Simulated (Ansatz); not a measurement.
Crystal: KBr.

```
Br K
1.0
     0.00000    3.30000    3.30000
     3.30000    0.00000    3.30000
     3.30000    3.30000    0.00000
Br K
1 1
Cartesian
  3.3000 3.3000 3.3000
  0.0000 0.0000 0.0000
```

Base run:

```yaml
Program: Ansatz 0.2.0
Functional: PBEsol
Potentials_or_basis: all-electron PAW datasets made for the crystal
Cutoff: 220 eV
Density_cutoff: 880 eV
k_mesh: 7 × 7 × 7
Occupations: fixed
Spin: no spin polarisation
```

Its results: band gap on the k mesh 4.28 eV, direct; electronic dielectric tensor (diagonal) 2.59.

Question: The run is repeated on the same cell with these changes: functional from PBEsol to PBE. What comes out?

Answer: Band gap on the k mesh 4.44 eV, direct; electronic dielectric tensor (diagonal) 2.55.

Caveats: the program warned that the printed levels may be off, so bands, gaps and densities of states are rough; an odd mesh through Γ misses points on the zone boundary, where band edges often lie.

Not every run made on this cell is shown here.
